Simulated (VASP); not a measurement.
# SnTe (Fm-3m) in VASP: a series of runs, part 2 of 3

VASP 6.6.1.

## (3) Relaxation of cell and atoms, r2SCAN

This run uses another cell than the first one, of 31.28 Å³/atom, 0.965 times its volume.

Contents of POSCAR:

```
SnTe
1.0
    4.4559750000      0.0000000000      0.0000000000
    2.2279875000      3.8589875486      0.0000000000
    2.2279875000      1.2863291829      3.6382883522
Sn Te
1 1
Direct
    0.0000000000      0.0000000000      0.0000000000
    0.5000000000      0.5000000000      0.5000000000
```

Contents of INCAR.step1:

```
PREC = Accurate
ENCUT = 600
ISMEAR = 0
SIGMA = 0.1
LREAL = False
LASPH = True
NELM = 80
GGA = PE
ALGO = Normal
EDIFF = 1E-4
LWAVE = True
LCHARG = False
```

Contents of INCAR.step2:

```
PREC = Accurate
ENCUT = 600
EDIFF = 1E-7
ISMEAR = 0
SIGMA = 0.1
LREAL = False
LASPH = True
NELM = 80
ALGO = Normal
ISIF = 3
LWAVE = False
LCHARG = False
METAGGA = R2SCAN
LMIXTAU = True
IBRION = 2
NSW = 60
EDIFFG = -0.01
ISTART = 1
```

Contents of KPOINTS:

```
regular mesh
0
Gamma
  6 6 6
```

Potentials or basis: VASP PAW PBE potentials, release 64 (Sn_d, Te).

Run with:

```bash
$ cat potpaw_PBE.64/Sn_d/POTCAR potpaw_PBE.64/Te/POTCAR > POTCAR
$ cp INCAR.step1 INCAR
$ mpirun -np 1 vasp_std > vasp.out
$ cp INCAR.step2 INCAR
$ mpirun -np 1 vasp_std > vasp.out
```

OUTCAR:

```text
PREC = Accurate
   ENCUT = 600
   EDIFF = 1E-7
   ISMEAR = 0
   LREAL = False
   LASPH = True
   NELM = 80
   ISIF = 3
   METAGGA = R2SCAN
   IBRION = 2
   NSW = 60
   EDIFFG = -0.01
   ISTART = 1

 ion  position               nearest neighbor table
   1  0.000  0.000  0.000-   2 3.15   2 3.15   2 3.15   2 3.15   2 3.15   2 3.15
   2  0.500  0.500  0.500-   1 3.15   1 3.15   1 3.15   1 3.15   1 3.15   1 3.15

  LATTYP: Found a face centered cubic cell.
 ALAT       =     6.3017002786

  Lattice vectors:

 A1 = (   4.4559750000,   0.0000000000,   0.0000000000)
 A2 = (   2.2279875000,   3.8589875486,   0.0000000000)
 A3 = (   2.2279875000,   1.2863291829,   3.6382883522)

Analysis of symmetry for initial positions (statically):
=====================================================================
 Subroutine PRICEL returns:
 Original cell was already a primitive cell.

 Routine SETGRP: Setting up the symmetry group for a
 face centered cubic supercell.

 Subroutine GETGRP returns: Found 48 space group operations
 (whereof 48 operations were pure point group operations)
 out of a pool of 48 trial point group operations.

The static configuration has the point symmetry O_h .

Analysis of symmetry for dynamics (positions and initial velocities):
=====================================================================
 Subroutine PRICEL returns:
 Original cell was already a primitive cell.

 Routine SETGRP: Setting up the symmetry group for a
 face centered cubic supercell.

 Subroutine GETGRP returns: Found 48 space group operations
 (whereof 48 operations were pure point group operations)
 out of a pool of 48 trial point group operations.

The dynamic configuration has the point symmetry O_h .

 Subroutine INISYM returns: Found 48 space group operations
 (whereof 48 operations are pure point group operations),
 and found     1 'primitive' translations

----------------------------------------------------------------------------------------

                                     Primitive cell

  volume of cell :      62.5624

  direct lattice vectors                    reciprocal lattice vectors
     4.455975000  0.000000000  0.000000000     0.224417776 -0.129567663 -0.091618173
     2.227987500  3.858987549  0.000000000     0.000000000  0.259135327 -0.091618173
     2.227987500  1.286329183  3.638288352     0.000000000  0.000000000  0.274854520

  length of vectors
     4.455975000  4.455975000  4.455975000     0.274854520  0.274854520  0.274854520

  position of ions in fractional coordinates (direct lattice)
     0.000000000  0.000000000  0.000000000
     0.500000000  0.500000000  0.500000000

  ion indices of the primitive-cell ions
   primitive index   ion index
                 1           1
                 2           2

----------------------------------------------------------------------------------------

 KPOINTS: regular mesh

Automatic generation of k-mesh.
 Grid dimensions read from file:
 generate k-points for:    6    6    6

 Generating k-lattice:

  Cartesian coordinates                     Fractional coordinates (reciprocal lattice)
     0.037402963 -0.021594611 -0.015269696     0.166666667 -0.000000000 -0.000000000
     0.000000000  0.043189221 -0.015269696     0.000000000  0.166666667  0.000000000
     0.000000000  0.000000000  0.045809087     0.000000000  0.000000000  0.166666667

  Length of vectors
     0.045809087  0.045809087  0.045809087

  Shift w.r.t. Gamma in fractional coordinates (k-lattice)
     0.000000000  0.000000000  0.000000000

 Subroutine IBZKPT returns following result:
 ===========================================

 Found     16 irreducible k-points:

 Following reciprocal coordinates:
            Coordinates               Weight
  0.000000  0.000000  0.000000      1.000000
  0.166667 -0.000000 -0.000000      8.000000
  0.333333  0.000000 -0.000000      8.000000
  0.500000  0.000000 -0.000000      4.000000
  0.166667  0.166667 -0.000000      6.000000
  0.333333  0.166667  0.000000     24.000000
[... 8 lines left out ...]
 -0.333333  0.333333  0.166667     24.000000
 -0.333333  0.500000  0.166667     12.000000
   k-points           NKPTS =     16   k-points in BZ     NKDIM =     16   number of bands    NBANDS=     14
   number of dos      NEDOS =    301   number of ions     NIONS =      2
   total plane-waves  NPLWV =  46656
   dimension x,y,z NGX =    36 NGY =   36 NGZ =   36
   dimension x,y,z NGXF=    72 NGYF=   72 NGZF=   72
   ions per type =               1   1
   NGX,Y,Z   is equivalent  to a cutoff of  13.43, 13.43, 13.43 a.u.
   NGXF,Y,Z  is equivalent  to a cutoff of  26.86, 26.86, 26.86 a.u.
 SYSTEM =  unknown system
   PREC   = accura    normal or accurate (medium, high low for compatibility)
   ISTART =      1    job   : 0-new  1-cont  2-samecut
   ICHARG =      0    charge: 1-file 2-atom 10-const
   ISPIN  =      1    spin polarized calculation?
   LNONCOLLINEAR =      F non collinear calculations
   LSORBIT =      F    spin-orbit coupling
   LASPH  =      T    aspherical Exc in radial PAW
   ENCUT  =  600.0 eV  44.10 Ry    6.64 a.u.   8.90  8.90  8.90*2*pi/ulx,y,z
   NELM   =     80;   NELMIN=  2; NELMDL=  0     # of ELM steps
   EDIFF  = 0.1E-06   stopping-criterion for ELM
   LREAL  =      F    real-space projection
   EDIFFG = -.1E-01   stopping-criterion for IOM
   NSW    =     60    number of steps for IOM
   IBRION =      2    ionic relax: 0-MD 1-quasi-New 2-CG
   NFREE  =      1    steps in history (QN), initial steepest desc. (CG)
   ISIF   =      3    stress and relaxation
   ISYM   =      2    0-nonsym 1-usesym 2-fastsym
   POTIM  = 0.5000    time-step for ionic-motion
   TEBEG  =    0.0;   TEEND  =   0.0 temperature during run
   PSTRESS=    0.0 pullay stress
   NELECT =      20.0000    total number of electrons
   NUPDOWN=      -1.0000    fix difference up-down
   EMIN   =  10.00;   EMAX   =-10.00  energy-range for DOS
   EFERMI =   0.00;   METHOD = LEGACY
   ISMEAR =     0;   SIGMA  =   0.10  broadening in eV -4-tet -1-fermi 0-gaus
   EFERMI_NEDOS =   21; number of points for ismear=-14 and -15
   IALGO  =     38    algorithm
   IMIX   =      4    mixing-type and parameters
     AMIX     =   0.40;   BMIX     =  1.00
     AMIX_MAG =   1.60;   BMIX_MAG =  1.00
  volume/ion in A,a.u.               =      31.28       211.10
  Fermi-wavevector in a.u.,A,eV,Ry     =   1.119387  2.115335 17.048483  1.253028
  Thomas-Fermi vector in A             =   2.256026
   LORBIT       =      0    0 simple, 1 ext, 2 COOP (PROOUT), +10 PAW based schemes
   METAGGA = R2SCAN    functional components
   LHFCALC =     F    Hartree Fock is set to
   AEXX    =    0.0000 exact exchange contribution
   IVDW    =     0    specifies the selected vdW correction
   LEPSILON=     F    determine dielectric tensor
   LRPA    =     F    only Hartree local field effects (RPA)
 conjugate gradient relaxation of ions
 non-spin polarized calculation
 Gauss-broadening in eV      SIGMA  =   0.10
  energy-cutoff  :      600.00
  volume of cell :       62.56
 maximum number of plane-waves:      2100
   NGX = 17   NGY = 17   NGZ = 17

--------------------------------------- Ionic step        1  -------------------------------------------

 number of electron      19.9999998 magnetization

 Free energy of the ion-electron system (eV)
  ---------------------------------------------------
  ext. energy  EPLUGINS =         0.00000000
  ---------------------------------------------------
  free energy    TOTEN  =       -50.67391123 eV

  energy without entropy =      -50.67175927  energy(sigma->0) =      -50.67283525

 E-fermi :   7.1198     XC(G=0): -10.0702

 val. band max:        7.1065616617   @ k =   0.5000   0.0000  -0.0000
 cond. band min:       7.1356801493   @ k =   0.5000   0.0000  -0.0000
 fundamental gap:      0.0291184876
 Fermi energy:         7.1197903688

 k-point     1 :       0.0000    0.0000    0.0000
  band No.  band energies     occupation
      1     -15.7509      2.00000
      2     -15.7509      2.00000
      3     -15.7397      2.00000
      4     -15.7397      2.00000
      5     -15.7397      2.00000
      6      -6.4826      2.00000
      7       2.2818      2.00000
      8       4.5293      2.00000
      9       4.5293      2.00000
     10       4.5293      2.00000
     11      10.4548      0.00000
     12      10.4548      0.00000
     13      10.4548      0.00000
     14      11.9814      0.00000
[... 322 lines left out ...]
  energy  without entropy=      -50.6833178514  energy(sigma->0) =      -50.68380468

--------------------------------------- Ionic step        3  -------------------------------------------

 number of electron      20.0000002 magnetization

 Free energy of the ion-electron system (eV)
  ---------------------------------------------------
  ext. energy  EPLUGINS =         0.00000000
  ---------------------------------------------------
  free energy    TOTEN  =       -50.68545197 eV

  energy without entropy =      -50.68417343  energy(sigma->0) =      -50.68481270

 E-fermi :   6.6391     XC(G=0):  -9.8979

 val. band max:        6.5689241417   @ k =   0.5000   0.0000  -0.0000
 cond. band min:       6.7092763990   @ k =   0.5000   0.0000  -0.0000
 fundamental gap:      0.1403522573
 Fermi energy:         6.6390788379

 k-point     1 :       0.0000    0.0000    0.0000
  band No.  band energies     occupation
      1     -16.1801      2.00000
      2     -16.1801      2.00000
      3     -16.1714      2.00000
      4     -16.1714      2.00000
      5     -16.1714      2.00000
      6      -6.6535      2.00000
      7       1.6860      2.00000
      8       4.1890      2.00000
      9       4.1890      2.00000
     10       4.1890      2.00000
     11       9.9313      0.00000
     12       9.9314      0.00000
     13       9.9314      0.00000
     14      11.6073      0.00000
[... 282 lines left out ...]
  FREE ENERGIE OF THE ION-ELECTRON SYSTEM (eV)
  ---------------------------------------------------
  free  energy   TOTEN  =       -50.6854519686 eV

  energy  without entropy=      -50.6841734267  energy(sigma->0) =      -50.68481270

 reached required accuracy - stopping structural energy minimisation
```

Run time: 2.5 min. Hardware: 1 thread of Intel Xeon Platinum 8375C at 2.90GHz (Ice Lake), shared host; peak memory 0.23 GiB.

What came out:

```yaml
Free_energy: -50.6855 eV
Relaxed_volume: 32.41 Å³/atom
Relaxed_cell: a = 4.509 Å, b = 4.509 Å, c = 4.509 Å, α = 60.00°, β = 60.00°, γ = 60.00°
Space_group_after_relaxing_to_0.05_Å: Fm-3m (No. 225)
Energy_gained_by_relaxing: 5.8 meV/atom
Ionic_steps: 3
Pressure_after_relaxing: 0.0 GPa
Band_gap_on_the_k_mesh: 0.14 eV, direct
```

The path:
| step | energy change (eV) | largest force (eV/Å) | pressure (GPa) | volume (Å³) |
| --- | --- | --- | --- | --- |
| 1 | 0.0000 | 0.0000 | 1.68 | 62.56 |
| 2 | -0.0104 | 0.0000 | -0.49 | 65.58 |
| 3 | -0.0115 | 0.0000 | 0.01 | 64.83 |

Final structure:
```
CELL_PARAMETERS angstrom
4.50912 0.00000 0.00000
2.25456 3.90501 0.00000
2.25456 1.30167 3.68168
ATOMIC_POSITIONS crystal
Sn 0.00000 0.00000 0.00000
Te 0.50000 0.50000 0.50000
```

Caveat: the PAW data sets were made with another functional, which shifts forces and pressure a little; spin-orbit coupling is left out, which moves the levels of the heavy elements. A k mesh can miss the band edges.

## (4) Relaxation of cell and atoms, r2SCAN, target pressure 5 GPa, at which the enthalpy is minimised

This run uses another cell than the first one, of 31.28 Å³/atom, 0.965 times its volume.

POSCAR is that of step 3.

Contents of INCAR.step1:

```
SYSTEM = SnTe
PREC = Accurate ; ENCUT = 600
ISMEAR = 0 ; SIGMA = 0.1
LREAL = .FALSE. ; LASPH = .TRUE.
NELM = 80 ; GGA = PE
ALGO = Normal ; EDIFF = 1E-4
LWAVE = .TRUE. ; LCHARG = .FALSE.
```

Contents of INCAR.step2:

```
SYSTEM = SnTe
PREC = Accurate ; ENCUT = 600
EDIFF = 1E-6 ; ISMEAR = 0
SIGMA = 0.1 ; LREAL = .FALSE.
LASPH = .TRUE. ; NELM = 80
ALGO = Normal ; ISIF = 3
LWAVE = .FALSE. ; LCHARG = .FALSE.
METAGGA = R2SCAN ; LMIXTAU = .TRUE.
IBRION = 2 ; NSW = 60
EDIFFG = -0.01 ; PSTRESS = 50.0
ISTART = 1
```

Contents of KPOINTS:

```
regular mesh
0
G
  6 6 6
  0 0 0
```

Run with:

```bash
$ cat potpaw_PBE.64/Sn_d/POTCAR potpaw_PBE.64/Te/POTCAR > POTCAR
$ cp INCAR.step1 INCAR
$ mpirun -np 1 vasp_std > vasp.out
$ cp INCAR.step2 INCAR
$ mpirun -np 1 vasp_std > vasp.out
```

It took 2 min on 1 thread of Intel Xeon Platinum 8375C at 2.90GHz (Ice Lake), shared host; peak memory 0.23 GiB.

The run converged. Its results:

```yaml
Free_energy: -50.6018 eV
Relaxed_volume: 29.49 Å³/atom
Relaxed_cell: a = 4.369 Å, b = 4.369 Å, c = 4.369 Å, α = 60.00°, β = 60.00°, γ = 60.00°
Space_group_after_relaxing_to_0.05_Å: Fm-3m (No. 225)
Energy_change_on_relaxing_the_enthalpy_is_what_falls: +36.1 meV/atom
Ionic_steps: 3
Pressure_after_relaxing: 5.0 GPa
Band_gap_on_the_k_mesh: 0.08 eV, direct
```

The path:
| step | energy change (eV) | largest force (eV/Å) | pressure (GPa) | volume (Å³) |
| --- | --- | --- | --- | --- |
| 1 | 0.0000 | 0.0000 | 1.69 | 62.56 |
| 2 | 0.1542 | 0.0000 | 7.60 | 56.89 |
| 3 | 0.0721 | 0.0000 | 4.98 | 58.99 |

Final structure:
```
Sn Te
1.0
     4.36947    0.00000    0.00000
     2.18474    3.78407    0.00000
     2.18474    1.26136    3.56766
Sn Te
1 1
Direct
  0.00000 0.00000 0.00000
  0.50000 0.50000 0.50000
```

Levels at points of the mesh, in eV from the valence-band top:
```csv
k point,band 8,band 9,band 10,band 11,band 12,band 13
"(0.00, 0.00, 0.00)",-2.75,-2.75,-2.75,3.48,3.48,3.48
"(0.50, 0.00, 0.00)",-2.36,-2.36,0.00,0.08,0.08,0.17
"(0.50, 0.50, 0.00)",-6.52,-4.52,-4.52,1.99,5.34,5.34
```

Caveat: the cell is relaxed towards a set pressure, so the enthalpy falls and the energy may rise; the PAW data sets were made with another functional, which shifts forces and pressure a little; spin-orbit coupling is left out, which moves the levels of the heavy elements. A k mesh can miss the band edges.

[end of part 2 of 3]
